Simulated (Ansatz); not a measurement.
# ZnSe: the cost of one run

Program: Ansatz 0.2.0. Level of theory: DFT PBEsol, scalar-relativistic, plane waves, PAW. These are calculated values, not measurements.

2 further runs of the same task are left out: 2 set aside as unsound or not needed.

## 1. The system as given

It takes space group F-43m (No. 216, cubic). Conventional cell: a = 5.732 Å, b = 5.732 Å, c = 5.732 Å, α = 90.00°, β = 90.00°, γ = 90.00°. Around Zn (site symmetry -43m) lie 4 Se at 2.48 Å. Around Se (site symmetry -43m) lie 4 Zn at 2.48 Å.

Coordinates:

```
Zn Se
1.0
     0.00000    2.86592    2.86592
     2.86592    0.00000    2.86592
     2.86592    2.86592    0.00000
Zn Se
1 1
Direct
  0.00000 0.00000 0.00000
  0.25000 0.25000 0.25000
```

It is the result of an earlier relaxation at this level (volume 23.54 Å³/atom; gap on the mesh: 1.15 eV).

## 2. The cell under PBEsol

input.yaml

```yaml
crystal:
  lattice:
    - [0.0, 2.8659201379, 2.8659201379]
    - [2.8659201379, 0.0, 2.8659201379]
    - [2.8659201379, 2.8659201379, 0.0]
  atoms:
    - { symbol: Zn, position: [0.0, 0.0, 0.0] }
    - { symbol: Se, position: [0.25, 0.25, 0.25] }
basis:
  ecutwfc: 420
kpoints:
  mp_grid: { grid: [8, 8, 8] }
hamiltonian:
  xc: pbesol
scf:
  occupations: { method: gaussian, width: 0.02 }
output:
  forces: true
  stress: true
  eigenvalues: true
relax:
  adjacent_minimum: "off"
  f_tol: 0.005
  max_steps: 50
  cell: { stress_tol: 0.05 }
```

On the command line:

```bash
ansatz run input.yaml --threads 1 --pin off --max-ram 2560MiB --backend cpu --events-out ev --progress --plain --runs-dir out
```

Q: Estimate wall time and peak memory on 1 thread of Intel Xeon 6975P-C (Granite Rapids), shared host.

About 12 s, with a peak of 0.41 GiB.
